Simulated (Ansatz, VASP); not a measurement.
One calculation of CdSe, two programs

File INCAR:

```
SYSTEM = CdSe
PREC     = Accurate       ! precision mode
ENCUT    = 520            ! plane-wave cutoff, eV
EDIFF    = 1E-6           ! SCF threshold, eV
ISMEAR   = -1             ! smearing method
SIGMA    = 0.05           ! smearing width, eV
LREAL    = .False.        ! projectors in reciprocal space
LASPH    = .True.         ! aspherical terms in the spheres
NELM     = 80             ! most SCF steps
ALGO     = Normal         ! electronic algorithm
ISIF     = 2              ! what is computed and relaxed
LWAVE    = .False.        ! write WAVECAR
LCHARG   = .False.        ! write CHGCAR
GGA      = CA             ! functional
NBANDS   = 16             ! bands
```

File KPOINTS:

```
regular mesh
0
Gamma
  11 11 11
  0 0 0
```

The input POSCAR:

```
CdSe
1.0
    0.0000000000      2.5890941096      2.5890941096
    2.5890941096      0.0000000000      2.5890941096
    2.5890941096      2.5890941096      0.0000000000
Cd Se
1 1
Direct
    0.0000000000      0.0000000000      0.0000000000
    0.2500000000      0.2500000000      0.2500000000
```

Input for Ansatz:

```yaml
crystal:
  lattice:
    - [0.0, 2.5890941096, 2.5890941096]
    - [2.5890941096, 0.0, 2.5890941096]
    - [2.5890941096, 2.5890941096, 0.0]
  atoms:
    - { symbol: Cd, position: [0.0, 0.0, 0.0] }
    - { symbol: Se, position: [0.25, 0.25, 0.25] }
kpoints:
  mp_grid: { grid: [11, 11, 11] }
scf:
  occupations: { method: fermi_dirac, width: 0.05 }
hamiltonian:
  xc: lda
  pseudopotentials: { kind: paw }
output:
  forces: true
  stress: true
  eigenvalues: true
  populations: true
  write_density: true
  write_potential: true
  elf: true
  volumetric_format: npy
```

Change from the starting cell: volume scaled by 0.64, PAW files.

Alike in both runs: task single point; functional LDA; k mesh 11 × 11 × 11; occupations fermi-dirac, width 0.05 eV; no spin polarisation.

|  | VASP | Ansatz |
| --- | --- | --- |
| version | VASP 6.6.1 | Ansatz 0.2.0 |
| potentials or method | VASP PAW LDA potentials, release 64 (Cd, Se) | PAW with Ansatz's default frozen-core files, scalar-relativistic |
| plane-wave cutoff (eV) | 520 | 420 |
| valence electrons in the cell | 18 | 36 |

```csv
,VASP,Ansatz,Ansatz less VASP
pressure (GPa),76.4,73.3,-3.09
```

The two sets of potentials don't hold the same shells in valence.

Caveats: the cell as given lies far from equilibrium; so large a pressure means that the cell lies far from this level's equilibrium, or that cutoff or potentials fall short (VASP).
